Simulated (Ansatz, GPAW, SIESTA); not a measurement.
## Si: programs and potentials compared

```xyz
1
Lattice="2.6205 0.0000 0.0000 -1.3103 2.2695 0.0000 0.0000 0.0000 2.4664" Properties=species:S:1:pos:R:3 pbc="T T T"
Si    0.0000    0.0000    0.0000
```

This isn't the form of Si at room conditions, which is diamond.

Alike in all runs: task band structure; functional PBEsol; k mesh 12 × 12 × 11; occupations fermi-dirac, width 0.05 eV; no spin polarisation; no spin-orbit coupling. Pressure is positive in compression and, in plane waves, holds the error of the finite cutoff, which Ansatz's Pulay term estimates and takes out.

```csv
program and potentials,plane-wave cutoff (eV),notes,pressure (GPa)
"Ansatz, Ansatz PAW",420,"potentials made for PBE, which Ansatz adapts in part; Pulay term of +0.03 GPa included",0.54
"GPAW, PAW data sets generated for this functional",600,-,1.04
"SIESTA, files PseudoDojo sr-pbesol-0.4.1-standard, DZP (energy shift 0.003 Ry)",-,atomic basis,1.30
"Ansatz, all-electron LAPW, scalar-relativistic",-,-,0.55
```

The pressure spans 0.54 (Ansatz, Ansatz PAW) to 1.30 GPa (SIESTA, files PseudoDojo sr-pbesol-0.4.1-standard, DZP (energy shift 0.003 Ry)), with all-electron results at 0.55. Rows in atomic bases carry the error of their basis and grid, which can be large.

The functional is the same throughout but for its coding, so the spread measures potentials, basis and numerics; runs on potential files found faulty are left out.
